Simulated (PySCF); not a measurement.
Magnetic shielding above rings: a mixed set.

NICS is the negative of the GIAO shielding at a point without a nucleus: at the ring centre (0) and 1 Å above and below it (1); zz is the component along the ring normal. Level: GIAO PBE0/pcSseg-1 (PySCF, non-relativistic, gas phase) on the GFN2-xTB geometries, one conformer each. Atom numbers follow the mapped SMILES.

Question: Order these rings by mean NICS(1)zz, lowest (most negative) first (ppm).
A. ring C1–C2–S3–C4–C10 in `[cH:1]1[cH:2][s:3][c:4]([CH:5]2[O:6][CH2:7][CH2:8][O:9]2)[cH:10]1`
B. ring C2–C3–C4–C5–C6–C7 in `[NH2:1][c:2]1[cH:3][cH:4][cH:5][cH:6][cH:7]1`
C. ring C3–C4–C5–C6–O7 in `[F:1][CH2:2][C@H:3]1[CH2:4][CH2:5][CH2:6][O:7]1`
D. ring C2–C3–C4–O5–C6 in `[PH-:1][c:2]1[cH:3][cH:4][o:5][cH:6]1` (charge -1)
E. ring C2–C6–N7–Si8–N9 in `[CH3:1][C@:2]1([CH2:3][SiH2:4][F:5])[CH2:6][NH:7][SiH2:8][NH:9]1`
F. ring C2–C3–C4–O5–Si6 in `[CH2:1]=[C:2]1[CH:3]=[CH:4][O:5][SiH2:6]1`
G. ring C3–C4–Si5–O6 in `[F:1][CH2:2][C@H:3]1[CH2:4][SiH2:5][O:6]1`

Answer: A (-26.6), B (-25.5), D (-20.1), C (-6.6), E (-4.3), F (-2.0), G (3.1).

```csv
SMILES,ring,NICS(0),NICS(1),NICS(1)zz,HOMA,rms pucker (Å),ring atoms with four or more neighbours
c1csc(C2OCCO2)c1,5-membered ring with S; formal bonds all aromatic,-12.6,-11.4,-26.6,0.80,0.00,0
Nc1ccccc1,6-membered carbocycle; formal bonds all aromatic,-8.3,-10.3,-25.5,0.99,0.00,0
[PH-]c1ccoc1,5-membered ring with O; formal bonds all aromatic,-9.4,-8.2,-20.1,0.23,0.00,0
FC[C@H]1CCCO1,5-membered ring with O; formal bonds all single,-8.0,-3.6,-6.6,–,0.17,4
C[C@]1(C[SiH2]F)CN[SiH2]N1,5-membered ring with 2 N and Si; formal bonds all single,-7.6,-2.5,-4.3,–,0.14,3
C=C1C=CO[SiH2]1,"5-membered ring with O and Si; formal bonds 1 double, 4 single",-1.6,-2.1,-2.0,–,0.00,1
FC[C@H]1C[SiH2]O1,4-membered ring with O and Si; formal bonds all single,-1.5,-0.1,3.1,–,0.01,3
```

NICS(0) gives another order. The isotropic NICS(1) gives the same order. HOMA uses Krygowski's 1993 parameters; it is left out where a ring has a four-coordinate atom, a triple bond, no multiple bond or a kind of bond without parameters. NICS(1) and NICS(1)zz are means over the two faces.
